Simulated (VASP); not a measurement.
# CaO (Pm-3m) in VASP: notebook

The runs below take CaO through single point, relaxation of cell and atoms, with PBE.

Everything below comes from runs of VASP 6.6.1. Logs are shortened: lines on timing, memory, paths and dates and some standing lists are left out, and cuts for length are marked.

## Step 1: The cell of the first run

It takes space group Pm-3m (No. 221, cubic). The conventional cell has a = 2.934 Å, b = 2.934 Å, c = 2.934 Å, α = 90.00°, β = 90.00°, γ = 90.00°. Around Ca (site symmetry m-3m) lie 8 O at 2.54 Å. O (site symmetry m-3m) has 8 Ca at 2.54 Å as nearest neighbours.

The cell was built by a generator and needn't be a form met in nature.

## Step 2: Single point, PBE (species swapped into the NdAu type (Pm-3m, No. 221))

INCAR

```
ALGO = Normal ; EDIFF = 1E-6
ENCUT = 520 ; GGA = PE
ISIF = 2 ; ISMEAR = 0
LASPH = T ; LCHARG = F
LREAL = F ; LWAVE = F
NBANDS = 15 ; NELM = 100
PREC = Accurate ; SIGMA = 0.02
```

KPOINTS

```
k-points
0
Gamma
  8 8 8
```

POSCAR

```
CaO
1.0
    2.9339087307      0.0000000000      0.0000000000
    0.0000000000      2.9339087307      0.0000000000
    0.0000000000      0.0000000000      2.9339087307
Ca O
1 1
Direct
    0.5000000000      0.5000000000      0.5000000000
    0.0000000000      0.0000000000      0.0000000000
```

Potentials or basis: VASP PAW PBE potentials, release 64 (Ca_sv, O).

Launch:

```bash
$ cat potpaw_PBE.64/Ca_sv/POTCAR potpaw_PBE.64/O/POTCAR > POTCAR
$ mpirun -np 1 vasp_std > vasp.out
```

OUTCAR:

```text
EDIFF = 1E-6
   ENCUT = 520
   GGA = PE
   ISIF = 2
   ISMEAR = 0
   LASPH = T
   LREAL = F
   NELM = 100
   PREC = Accurate

 ion  position               nearest neighbor table
   1  0.500  0.500  0.500-   2 2.54   2 2.54   2 2.54   2 2.54   2 2.54   2 2.54   2 2.54   2 2.54

   2  0.000  0.000  0.000-   1 2.54   1 2.54   1 2.54   1 2.54   1 2.54   1 2.54   1 2.54   1 2.54

  LATTYP: Found a simple cubic cell.
 ALAT       =     2.9339087307

  Lattice vectors:

 A1 = (   2.9339087307,   0.0000000000,   0.0000000000)
 A2 = (   0.0000000000,   2.9339087307,   0.0000000000)
 A3 = (   0.0000000000,   0.0000000000,   2.9339087307)

Analysis of symmetry for initial positions (statically):
=====================================================================
 Subroutine PRICEL returns:
 Original cell was already a primitive cell.

 Routine SETGRP: Setting up the symmetry group for a
 simple cubic supercell.

 Subroutine GETGRP returns: Found 48 space group operations
 (whereof 48 operations were pure point group operations)
 out of a pool of 48 trial point group operations.

The static configuration has the point symmetry O_h .

Analysis of symmetry for dynamics (positions and initial velocities):
=====================================================================
 Subroutine PRICEL returns:
 Original cell was already a primitive cell.

 Routine SETGRP: Setting up the symmetry group for a
 simple cubic supercell.

 Subroutine GETGRP returns: Found 48 space group operations
 (whereof 48 operations were pure point group operations)
 out of a pool of 48 trial point group operations.

The dynamic configuration has the point symmetry O_h .

 Subroutine INISYM returns: Found 48 space group operations
 (whereof 48 operations are pure point group operations),
 and found     1 'primitive' translations

----------------------------------------------------------------------------------------

                                     Primitive cell

  volume of cell :      25.2546

  direct lattice vectors                    reciprocal lattice vectors
     2.933908731  0.000000000  0.000000000     0.340842232  0.000000000  0.000000000
     0.000000000  2.933908731  0.000000000     0.000000000  0.340842232  0.000000000
     0.000000000  0.000000000  2.933908731     0.000000000  0.000000000  0.340842232

  length of vectors
     2.933908731  2.933908731  2.933908731     0.340842232  0.340842232  0.340842232

  position of ions in fractional coordinates (direct lattice)
     0.500000000  0.500000000  0.500000000
     0.000000000  0.000000000  0.000000000

  ion indices of the primitive-cell ions
   primitive index   ion index
                 1           1
                 2           2
[... 88 lines left out ...]
   EFERMI_NEDOS =   21; number of points for ismear=-14 and -15
   IALGO  =     38    algorithm
   IMIX   =      4    mixing-type and parameters
     AMIX     =   0.40;   BMIX     =  1.00
     AMIX_MAG =   1.60;   BMIX_MAG =  1.00
  volume/ion in A,a.u.               =      12.63        85.21
  Fermi-wavevector in a.u.,A,eV,Ry     =   1.406053  2.657054 26.898498  1.976984
  Thomas-Fermi vector in A             =   2.528452
   LORBIT       =      0    0 simple, 1 ext, 2 COOP (PROOUT), +10 PAW based schemes
   GGA     = PE    functional components
   LHFCALC =     F    Hartree Fock is set to
   AEXX    =    0.0000 exact exchange contribution
   IVDW    =     0    specifies the selected vdW correction
   LEPSILON=     F    determine dielectric tensor
   LRPA    =     F    only Hartree local field effects (RPA)
 non-spin polarized calculation
 Gauss-broadening in eV      SIGMA  =   0.02
  energy-cutoff  :      520.00
  volume of cell :       25.25
 maximum number of plane-waves:       691
 NGX is ok and might be reduce to    24
   NGX = 11   NGY = 11   NGZ = 11

 number of electron      15.9999994 magnetization

 Free energy of the ion-electron system (eV)
  ---------------------------------------------------
  ext. energy  EPLUGINS =         0.00000000
  ---------------------------------------------------
  free energy    TOTEN  =       -11.82606332 eV

  energy without entropy =      -11.82606332  energy(sigma->0) =      -11.82606332

 E-fermi :   4.2261     XC(G=0): -11.0993

 val. band max:        3.9682089552   @ k =   0.5000   0.5000   0.0000
 cond. band min:       6.7356539461   @ k =   0.0000   0.0000   0.0000
 fundamental gap:      2.7674449909
 Fermi energy:         4.2261235943

 k-point     1 :       0.0000    0.0000    0.0000
  band No.  band energies     occupation
      1     -35.4056      2.00000
      2     -15.8929      2.00000
      3     -15.8929      2.00000
      4     -15.8929      2.00000
      5     -12.3898      2.00000
      6       3.6596      2.00000
      7       3.6596      2.00000
      8       3.6596      2.00000
      9       6.7357      0.00000
     10       6.7357      0.00000
     11       8.8379      0.00000
     12      12.2219      0.00000
     13      12.2219      0.00000
     14      12.2219      0.00000
[... 401 lines left out ...]
      2     -16.8109      2.00000
      3     -16.6059      2.00000
      4     -15.8392      2.00000
      5     -11.6011      2.00000
      6       1.5107      2.00000
      7       1.8422      2.00000
      8       3.2888      2.00000
      9       8.5029      0.00000
     10       9.3517      0.00000
     11      10.7359      0.00000
     12      10.8853      0.00000
     13      12.7956      0.00000
     14      17.1357      0.00000
     15      17.2816      0.00000

 [... further k-points ...]

------------------------ aborting loop because EDIFF is reached ----------------------------------------

  FORCE on cell =-STRESS in cart. coord.  units (eV):
  Direction    XX          YY          ZZ          XY          YZ          ZX
  --------------------------------------------------------------------------------------
  -------------------------------------------------------------------------------------
  Total        0.0951973      0.0951973      0.0951973      0.0000000      0.0000000     -0.0000000
  in kB        6.0394212      6.0394212      6.0394212      0.0000000      0.0000000     -0.0000000
  external PRESSURE =       6.0394212 kB  Pullay stress =       0.0000000 kB

 VOLUME and BASIS-vectors are now :
 -----------------------------------------------------------------------------
  energy-cutoff  :      520.00
  volume of cell :       25.25
      direct lattice vectors                 reciprocal lattice vectors
     2.933908731  0.000000000  0.000000000     0.340842232  0.000000000  0.000000000
     0.000000000  2.933908731  0.000000000     0.000000000  0.340842232  0.000000000
     0.000000000  0.000000000  2.933908731     0.000000000  0.000000000  0.340842232

 POSITION                                       TOTAL-FORCE (eV/Angst)
 -----------------------------------------------------------------------------------
      1.46695      1.46695      1.46695         0.000000      0.000000      0.000000
      0.00000      0.00000      0.00000         0.000000      0.000000      0.000000
 -----------------------------------------------------------------------------------
    total drift:                                0.000000      0.000000     -0.000000

  FREE ENERGIE OF THE ION-ELECTRON SYSTEM (eV)
  ---------------------------------------------------
  free  energy   TOTEN  =       -11.8260633249 eV

  energy  without entropy=      -11.8260633249  energy(sigma->0) =      -11.82606332
```

Run time: 19 s. Hardware: 1 thread of Intel Xeon Platinum 8259CL at 2.50GHz (Skylake/Cascade Lake), shared host; peak memory 0.14 GiB.

What came out:

```
Free energy            : -11.8261 eV
Pressure               : 0.6 GPa
Band gap on the k mesh : 2.77 eV, indirect (least direct gap 3.08 eV)
```

## Step 3: Relaxation of cell and atoms, PBE (species swapped into the NdAu type (Pm-3m, No. 221))

INCAR

```
SYSTEM = CaO
  PREC = Accurate
  ENCUT = 600
  EDIFF = 1E-6
  ISMEAR = 0
  SIGMA = 0.02
  LREAL = .FALSE.
  LASPH = .TRUE.
  NELM = 100
  ALGO = Normal
  ISIF = 3
  LWAVE = .FALSE.
  LCHARG = .FALSE.
  GGA = PE
  IBRION = 2
  NSW = 100
  EDIFFG = -0.01
```

KPOINTS

```
regular mesh
0
G
  8 8 8
  0 0 0
```

POSCAR

```
CaO
1.0
    2.9357013758      0.0000000000      0.0000000000
    0.0000000000      2.9357013758      0.0000000000
    0.0000000000      0.0000000000      2.9357013758
Ca O
1 1
Direct
    0.5000000000      0.5000000000      0.5000000000
    0.0000000000      0.0000000000      0.0000000000
```

Potentials or basis: VASP PAW PBE potentials, release 64 (Ca_sv, O).

Launch:

```bash
$ cat potpaw_PBE.64/Ca_sv/POTCAR potpaw_PBE.64/O/POTCAR > POTCAR
$ mpirun -np 1 vasp_std > vasp.out
```

Wall time 17 s (1 thread of Intel Xeon Platinum 8259CL at 2.50GHz (Skylake/Cascade Lake), shared host); peak memory 0.15 GiB.

Results (log left out):

- Free energy: -11.8284 eV
- Relaxed volume: 12.69 Å³/atom
- Relaxed cell: a = 2.939 Å, b = 2.939 Å, c = 2.939 Å, α = 90.00°, β = 90.00°, γ = 90.00°
- Space group after relaxing (to 0.05 Å): Pm-3m (No. 221)
- Energy gained by relaxing: 0.0 meV/atom
- Ionic steps: 2
- Pressure after relaxing: -0.1 GPa
- Band gap on the k mesh: 2.77 eV, indirect (least direct gap 3.08 eV)

Final structure:
```
CELL_PARAMETERS angstrom
2.93913 0.00000 0.00000
0.00000 2.93913 0.00000
0.00000 0.00000 2.93913
ATOMIC_POSITIONS crystal
Ca 0.50000 0.50000 0.50000
O 0.00000 0.00000 0.00000
```

Levels at points of the mesh, in eV from the valence-band top:
```
           k point  band 4  band 5  band 6  band 7  band 8  band 9  band 10  band 11  band 12
(0.00, 0.00, 0.00)  -19.88  -16.34   -0.31   -0.31   -0.31    2.77     2.77     4.81     8.22
(0.50, 0.00, 0.00)  -19.77  -15.26   -3.70   -0.76   -0.76    3.72     6.96     7.92     7.92
(0.50, 0.50, 0.00)  -19.68  -15.68   -2.08   -2.08    0.00    3.81     4.62     6.45     6.45
(0.50, 0.50, 0.50)  -20.55  -15.19   -3.28   -3.28   -3.28    7.71     7.71     7.71     9.69
```

A k mesh can miss the band edges.

## Step 4: Single point, PBE (species swapped into the NdAu type (Pm-3m, No. 221))

INCAR

```
  PREC = Accurate
  ENCUT = 520
  EDIFF = 1E-6
  ISMEAR = 0
  SIGMA = 0.1
  LREAL = False
  LASPH = True
  NELM = 100
  ALGO = Normal
  ISIF = 2
  LWAVE = False
  LCHARG = False
  GGA = PE
  NBANDS = 15
```

KPOINTS

```
regular mesh
0
Gamma
  6 6 6
```

POSCAR

```
CaO
1.0
    3.2528547100      0.0000000000      0.0000000000
    0.0000000000      3.2528547100      0.0000000000
    0.0000000000      0.0000000000      3.2528547100
Ca O
1 1
Direct
    0.5000000000      0.5000000000      0.5000000000
    0.0000000000      0.0000000000      0.0000000000
```

Launch:

```bash
$ cat potpaw_PBE.64/Ca_sv/POTCAR potpaw_PBE.64/O/POTCAR > POTCAR
$ mpirun -np 1 vasp_std > vasp.out
```

Run time: 8.7 s. Hardware: 1 thread of Intel Xeon Platinum 8259CL at 2.50GHz (Skylake/Cascade Lake), shared host; peak memory 0.14 GiB.

Results (log left out):

```
Free energy            : -11.2121 eV
Pressure               : -16.9 GPa
Band gap on the k mesh : 2.17 eV, indirect (least direct gap 2.47 eV)
```

Levels at points of the mesh, in eV from the valence-band top:
| k point | band 4 | band 5 | band 6 | band 7 | band 8 | band 9 | band 10 | band 11 | band 12 | band 13 |
| --- | --- | --- | --- | --- | --- | --- | --- | --- | --- | --- |
| (0.00, 0.00, 0.00) | -21.09 | -15.56 | -0.29 | -0.29 | -0.29 | 2.17 | 2.67 | 2.67 | 6.52 | 6.52 |
| (0.50, 0.00, 0.00) | -21.05 | -15.16 | -2.90 | -0.49 | -0.49 | 3.31 | 5.24 | 6.21 | 6.21 | 6.42 |
| (0.50, 0.50, 0.00) | -21.02 | -15.16 | -1.72 | -1.72 | 0.00 | 3.11 | 3.69 | 5.35 | 5.35 | 7.40 |
| (0.50, 0.50, 0.50) | -21.38 | -14.93 | -2.21 | -2.21 | -2.21 | 5.92 | 5.92 | 5.92 | 7.48 | 7.48 |

Caveat: so large a pressure means that the cell lies far from this level's equilibrium, or that cutoff or potentials fall short.

## Step 5: Overview

| task | cell | k mesh | cutoff (eV) | smearing | gap on the mesh (eV) | pressure (GPa) |
| --- | --- | --- | --- | --- | --- | --- |
| single point | species swapped into the NdAu type (Pm-3m, No. 221) | 8 × 8 × 8 | 520 | gaussian 0.02 eV | 2.77 | 0.6 |
| relaxation of cell and atoms | relaxed from: species swapped into the NdAu type (Pm-3m, No. 221) | 8 × 8 × 8 | 600 | gaussian 0.02 eV | 2.77 | -0.1 |
| single point | species swapped into the NdAu type (Pm-3m, No. 221) | 6 × 6 × 6 | 520 | gaussian 0.1 eV | 2.17 | -16.9 |

Alike in all rows: level PBE; potentials or basis VASP PAW PBE potentials, release 64 (Ca_sv, O); no spin polarisation.

Caveats: so large a pressure means that the cell lies far from this level's equilibrium, or that cutoff or potentials fall short (some runs).

Total energies depend on the potentials used, so only differences within one code and one set of settings carry meaning.
